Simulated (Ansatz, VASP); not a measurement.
WC in VASP and in Ansatz

Contents of INCAR:

```
SYSTEM = WC
ALGO = Normal
EDIFF = 1E-6
ENCUT = 520
GGA = PS
ISIF = 2
ISMEAR = 0
LASPH = .TRUE.
LCHARG = .FALSE.
LREAL = .FALSE.
LWAVE = .FALSE.
NBANDS = 16
NELM = 100
PREC = Accurate
SIGMA = 0.15
```

The input KPOINTS:

```
k-points
0
G
  21 21 18
  0 0 0
```

File POSCAR:

```
WC
1.0
    2.7294763531      0.0000000000      0.0000000000
   -1.3647381766      2.3637958608      0.0000000000
    0.0000000000      0.0000000000      3.1946291108
W C
1 1
Direct
    0.0000000000      0.0000000000      0.0000000000
    0.6666666667      0.3333333333      0.5000000000
```

Input for Ansatz:

```yaml
crystal:
  lattice:
    - [2.7294763531, 0.0, 0.0]
    - [-1.3647381766, 2.3637958608, 0.0]
    - [0.0, 0.0, 3.1946291108]
  atoms:
    - { symbol: W, position: [0.0, 0.0, 0.0] }
    - { symbol: C, position: [0.6666666667, 0.3333333333, 0.5] }
basis:
  ecutwfc: 420
kpoints:
  mp_grid: { grid: [21, 21, 18] }
hamiltonian:
  xc: pbesol
scf:
  occupations: { method: gaussian, width: 0.15 }
output:
  forces: true
  stress: true
  eigenvalues: true
```

Alike in both runs: task single point; functional PBEsol; k mesh 21 × 21 × 18; occupations gaussian, width 0.15 eV; no spin polarisation.

|  | VASP | Ansatz |
| --- | --- | --- |
| version | VASP 6.6.1 | Ansatz 0.2.0 |
| potentials or method | VASP PAW PBE potentials, release 64 (W_sv, C) | scalar-relativistic, plane waves, PAW |
| plane-wave cutoff (eV) | 520 | 420 |
| valence electrons in the cell | 18 | 18 |

```csv
,VASP,Ansatz,Ansatz less VASP
gap on the k mesh at the Fermi level (eV),none,none,-
pressure (GPa),2.2,0.8,-1.32
largest component of the traceless stress (GPa),78.36,78.23,-0.131
```

A gap of «none» marks a metal or a gap that the smearing closes.

Caveats: the PAW data sets were made with another functional, which shifts forces and pressure a little (VASP). The runs have no spin-orbit coupling, so splittings on W are missing.
